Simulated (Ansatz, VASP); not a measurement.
## S in VASP and in Ansatz

The input INCAR:

```
SYSTEM = S
ALGO = Normal ; EDIFF = 1E-6
ENCUT = 520 ; GGA = CA
ISIF = 2 ; ISMEAR = -1
LASPH = .True. ; LCHARG = .True.
LELF = .True. ; LREAL = .False.
LVHAR = .True. ; LWAVE = .False.
NBANDS = 9 ; NELM = 80
PREC = Accurate ; SIGMA = 0.08
```

KPOINTS

```
k-points
0
Gamma
  16 16 16
  0 0 0
```

Contents of POSCAR:

```
S
1.0
   -1.4878049490      1.4878049490      1.4878049490
    1.4878049490     -1.4878049490      1.4878049490
    1.4878049490      1.4878049490     -1.4878049490
S
1
Direct
    0.0000000000      0.0000000000      0.0000000000
```

Input for Ansatz:

```yaml
crystal:
  lattice:
    - [-1.487804949, 1.487804949, 1.487804949]
    - [1.487804949, -1.487804949, 1.487804949]
    - [1.487804949, 1.487804949, -1.487804949]
  atoms:
    - { symbol: S, position: [0.0, 0.0, 0.0] }
kpoints:
  mp_grid: { grid: [16, 16, 16] }
scf:
  occupations: { method: fermi_dirac, width: 0.08 }
hamiltonian:
  xc: lda
  pseudopotentials: { kind: all_electron, lapw: { basis_error: 0.001 } }
output:
  forces: true
  stress: true
  eigenvalues: true
  populations: true
```

Change from the starting cell: volume scaled by 0.9, LAPW.

Alike in both runs: task single point; functional LDA; k mesh 16 × 16 × 16; occupations fermi-dirac, width 0.08 eV; no spin polarisation.

```csv
,VASP,Ansatz
version,VASP 6.6.1,Ansatz 0.2.0
potentials or method,"VASP PAW LDA potentials, release 64 (S)","all-electron LAPW, scalar-relativistic"
plane-wave cutoff (eV),520,see its input
```

```csv
,VASP,Ansatz,Ansatz less VASP
pressure (GPa),13.5,13.7,+0.20
```

Ansatz ran all-electron here, so the differences hold the error of VASP's frozen core and of both bases.
